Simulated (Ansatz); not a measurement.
**Bands of AlP**

```
CELL_PARAMETERS angstrom
0.00000 2.72550 2.72550
2.72550 0.00000 2.72550
2.72550 2.72550 0.00000
ATOMIC_POSITIONS crystal
Al 0.00000 0.00000 0.00000
P 0.75000 0.75000 0.75000
```

Atoms are numbered in the order listed.

The cell is COD entry 9008831, as deposited and not checked against the literature; nothing was relaxed. It is an old determination, and later ones may differ.

Computed with Ansatz 0.2.0, DFT, PBE, all-electron LAPW, scalar-relativistic.

Settings: a Γ-centred 12×12×12 k mesh, Fermi–Dirac smearing of 0.03 eV, basis error target 0.5 meV/atom, no spin polarisation.

Points in fractions of the reciprocal vectors of this cell: Γ (0, 0, 0), X (-0.5, -0.5, 0), U (-0.375, -0.375, 0.25), K (-0.375, 0, 0.375), L (0, 0, 0.5), W (-0.5, -0.25, 0.25). The path joins them by straight lines in the order Γ–X–U–K–Γ–L–W–X; legs that retrace an earlier one aren't tabulated. Energies are in eV from the top of the valence band.

Task: Is there a gap, and where are the band edges?

Result: 1.57 eV, indirect from Γ to X (-0.5, -0.5, 0).

Task: List the levels between -20 and 4.5 eV at the symmetry points.

Result: 
Γ: -11.53, 0.00 (×3), 3.34
X: -9.17, -5.32, -2.11 (×2), 1.57, 2.47
U: -9.21, -5.04, -3.44, -1.74, 2.43
K: -9.21, -5.04, -3.44, -1.74, 2.43
L: -9.84, -5.55, -0.77 (×2), 2.83
W: -9.12, -4.93, -3.19, -2.83, 4.32
